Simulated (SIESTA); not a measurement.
PtS2 under changes of volume

One of the cells (18.261 Å³/atom); the others are scaled copies at fixed shape and fractional positions:

```
Pt S
1.0
     3.54320    0.00000    0.00000
    -1.77160    3.06850    0.00000
     0.00000    0.00000    5.03880
Pt S
1 2
Cartesian
  0.0000 0.0000 0.0000
  1.7716 1.0228 3.8950
  0.0000 2.0457 1.1438
```

| Item | Value |
| --- | --- |
| Program | SIESTA 5.4.2 |
| Functional | LDA |
| Potentials or basis | PseudoDojo 0.4 standard (LDA files) |
| Basis | DZP (energy shift 0.003 Ry; two zetas on semicore shells) |
| Grid cutoff | 800 Ry |
| Energy shift | 0.003 Ry |
| k mesh | 9 × 9 × 5 |
| Occupations | fermi-dirac, width 0.05 eV |
| Spin | no spin polarisation |

| volume (Å³/atom) | energy over the lowest point (meV/atom) | pressure (GPa) | gap on the mesh (eV) | largest force (eV/Å) |
| --- | --- | --- | --- | --- |
| 17.165 | ? | ? | ? | ? |
| 17.531 | 63.75 | 14.5 | 0.91 | 2.200 |
| 17.896 | 35.36 | 10.4 | 0.89 | 1.821 |
| 18.261 | 15.86 | 6.7 | 0.87 | 1.469 |
| 18.626 | 4.37 | 3.4 | 0.84 | 1.143 |
| 18.992 | 0.00 | 0.5 | 0.81 | 0.844 |
| 19.357 | 2.00 | -2.2 | 0.79 | 0.567 |

Task: What does the run at 17.165 Å³/atom give?

Result: Energy over the lowest point 102.02 meV/atom; pressure 19.1 GPa; gap on the mesh 0.93 eV; largest force 2.612 eV/Å.

Worked out: A Birch-Murnaghan fit of order 3 (a polynomial in V^(-2/3)) to the other rows has its minimum at 19.05 Å³/atom with B0 = V·E''(V) = 143 GPa and B' = 4.9 at fixed shape and positions, which overstates the stiffness. It gives 102.28 meV/atom at 17.165 Å³/atom, against the run's 102.02, and -dE/dV = 19.2 GPa, against 19.1. A straight line through the other rows of the gap, of slope -1.25 eV per unit of ln V, extrapolates to 0.94 eV, against the run's 0.93.

Energies are extrapolated to zero smearing.

Caveats: short orbitals over semicore shells can move pressures by several GPa; spin-orbit coupling is left out, which moves the levels of the heavy elements; an odd mesh through Γ misses points on the zone boundary, where band edges often lie; the basis of atomic orbitals isn't converged, which shifts pressures, moduli and gaps; forces of over 1 eV/Å show positions far from the minimum, so gaps and moduli don't describe the material at rest (some runs).
